Hexagonal diamond (lonsdaleite) joins each carbon atom to four neighbours at tetrahedral angles, as ordinary diamond does, but with a different stacking of layers. Here the crystal is scaled uniformly through seven volumes, with density-functional theory giving energy and pressure at each. Energies count from the minimum of an equation of state fitted to all seven energies. The questions below lead from the position of that minimum to the stiffness of a single bond, and end with the limits of the calculation.

ABACUS 3.10.1 calculations of hexagonal diamond with the PBE functional, without spin polarisation, using PseudoDojo NC SR 0.4.1 PBE standard pseudopotentials, a plane-wave cutoff of 1115.67 eV, a 12×12×7 k mesh and Fermi–Dirac smearing of 0.05 eV. Cell shape and fractional coordinates are fixed; energies are relative to the minimum of the fitted equation of state.

| volume (Å³/atom) | energy (meV/atom) | pressure (GPa) |
| --- | --- | --- |
| 5.332 | 39.07 | 34.12 |
| 5.445 | 18.81 | 22.84 |
| 5.559 | 6.17 | 12.58 |
| 5.672 | 0.48 | 3.23 |
| 5.786 | 1.10 | -5.28 |
| 5.899 | 7.47 | -13.03 |
| 6.012 | 19.09 | -20.09 |

### 1. Which volume is closest to equilibrium?

The row at 5.672 Å³/atom has the lowest energy, but it is not yet at equilibrium. Its pressure is still positive, 3.23 GPa, so the crystal pushes outward and would lower its energy by expanding. In the next row the pressure is negative and the crystal pulls inward. The minimum therefore lies between these two rows, and the fit puts it at 5.717 Å³/atom.

The energies of the two rows show how the curve behaves near its minimum. The row at 5.786 is about 1.5 times as far from the minimum as the row at 5.672, yet its energy is 2.3 times as high. That is nearly the square of the distance ratio, as for a spring.

### 2. Why does the compressed end cost twice as much as the stretched end?

The first row lies 39.07 meV/atom above the minimum and the last only 19.09. It is tempting to conclude that carbon resists squeezing twice as strongly as stretching. However, the volumes are centred on the starting cell, not on the minimum, so the smallest volume is further from equilibrium than the largest.

A pure spring shows how much this matters. Its energy is $E = B(V-V_0)^2/(2V_0)$, where $V$ is the volume per atom, $V_0$ its equilibrium value and $B$ the bulk modulus, the resistance to uniform compression. With the fitted $V_0$ and $B = 433$ GPa, this symmetric curve gives 35 and 21 meV/atom at the two ends. Unequal distances thus explain about 72 % of the difference.

The remainder is a real asymmetry. The compressed end costs about 4 meV/atom more than the spring allows, and the stretched end about 1.5 meV/atom less. The spring is thus wrong by roughly a tenth of the computed energy at either end, even though its two constants come from a fit that included these rows.

### 3. Does the crystal become stiffer when squeezed?

It does, and the pressures show it directly. The volume steps are equal, yet the pressure falls by 11.28 GPa in the first step and by only 7.06 GPa in the last. Taken from these steps as $B = -V\,\Delta P/\Delta V$, with $P$ the pressure and $V$ the volume midway, the modulus drops from 536 to 371 GPa. Between the midpoints of those two steps the bond lengthens by only about 3 %.

A simple picture, which the table itself does not test, traces most of this sensitivity to two opposing effects in a bond. Sharing electrons between neighbouring atoms lowers the energy, and this gain changes gently with distance. Against it stands a repulsion, which arises because electrons squeezed into less space gain kinetic energy and because the Pauli principle keeps the bonding electrons out of the filled cores. The repulsion changes much more steeply with distance.

At equilibrium the two forces cancel, but their rates of change do not. The steeper repulsion dominates the curvature of the energy, and the curvature is the stiffness. Shortening the bond strengthens the repulsion faster than the attraction, so the crystal stiffens. Lengthening it lets the repulsion fade first and leaves a softer bond.

Part of the change is mere geometry. Even bonds with unchanging spring constants would raise the modulus by about 1 GPa per GPa of pressure near equilibrium. The fit gives 3.7, so most of the stiffening must come from the bonds themselves.

### 4. What does the bulk modulus say about one bond?

Uniform scaling leaves every tetrahedral angle unchanged. The crystal can respond only through its bond lengths, so its bulk modulus can be translated into the spring constant of a bond. Each atom has four bonds, each shared with a neighbour, which makes two bonds per atom.

Let every bond of length $d$ change by a small amount $\delta$. If one bond costs $k\delta^2/2$, with $k$ its force constant, an atom's share is $k\delta^2$. Volume grows as the cube of length, so its relative change is $3\delta/d$. Inserting this into the spring energy of question 2 gives $9BV_0\delta^2/(2d^2)$ per atom, and equating the two expressions yields

$$k = \frac{9BV_0}{2d^2}.$$

At equilibrium $d = 1.548$ Å. With $B = 433$ GPa and $V_0 = 5.717$ Å³ the result is

$$k = \frac{9 \times 433 \times 5.717}{2 \times 1.548^2}\ \text{GPa Å} \approx 465\ \text{N/m},$$

since 1 GPa Å equals 0.1 N/m. The carbon–carbon stretch in a small molecule such as ethane has a force constant of roughly 450 N/m, a rough recalled value.

The crystal is thus about as stiff as ordinary carbon–carbon single bonds packed closely together. Nothing in this comparison calls for a special long-range force. The agreement should be read as one of size only, because $k$ here also absorbs the repulsion between second neighbours and the influence of one bond on the next.

### 5. What would change if silicon replaced carbon?

In the same tetrahedral network the volume per atom grows as $d^3$, so the formula above reduces to $B \propto k/d$. A heavier element of the group can therefore be softer for two reasons: its bonds are longer, and each bond may be a weaker spring. Longer bonds are fewer in a given volume, and this outweighs the larger stretch that each one takes for the same relative change of volume.

Silicon has a bond length of about 2.4 Å and a bulk modulus of about 100 GPa, both rough recalled values. Its modulus is thus about four times smaller than that of the carbon crystal. The longer bond alone accounts for a factor of about 1.6, which leaves a factor of nearly 3 for the weaker spring.

The weaker spring has a chemical origin. Silicon bonds through larger, more diffuse orbitals around a bigger core. Both the attraction and the repulsion then vary more slowly with distance, and the energy well is shallower and wider. In such a network, short bonds between compact atoms favour a high modulus on both counts.

### 6. Which digits of the pressure can be trusted?

Energy and pressure are not independent, because pressure is the slope of the energy curve with its sign reversed. Adding up pressure times volume change from the first row to the last should return the energy difference between them. Simpson's rule gives 19.05 meV/atom, while the energies differ by 19.98. The printed pressures are therefore too low by about 0.2 GPa on average, relative to the energies.

The likely cause is the finite set of plane waves. At a fixed cutoff a larger cell holds more waves, so its energy comes out slightly lower than it would with an unchanged number of waves. This adds a small outward push to the pressure that follows from the energies. The computed stress does not include this push. The sign of the offset fits this explanation, and a calculation at a higher cutoff would test it.

A single pressure is therefore good to a few tenths of a GPa within this calculation, not to the printed hundredths. A constant offset cancels in pressure differences, so the stiffening in question 3 is hardly affected. The equilibrium volume is hardly touched either, as 0.2 GPa moves it by only about 0.003 Å³/atom in so stiff a crystal. Errors of the PBE functional itself are a separate matter, which this test cannot reveal.

### 7. What would change if the atoms and the cell were free to move?

The calculation holds the nuclei still, whereas real nuclei vibrate even at absolute zero. The stiffening found above suggests which way this acts. Squeezed bonds are stiffer and vibrate faster, so the vibrational energy is higher at small volume. It pushes the crystal outward, to a slightly larger volume where the table shows it to be softer.

The shape of the cell is also held fixed. Hexagonal symmetry would allow the height and width of the cell to change separately, and bonds along the hexagonal axis to differ in length from the others. Zero pressure in the table therefore means that the stresses cancel on average, not that each direction is free of stress. Releasing the shape could only lower the total energy at each volume or leave it unchanged.
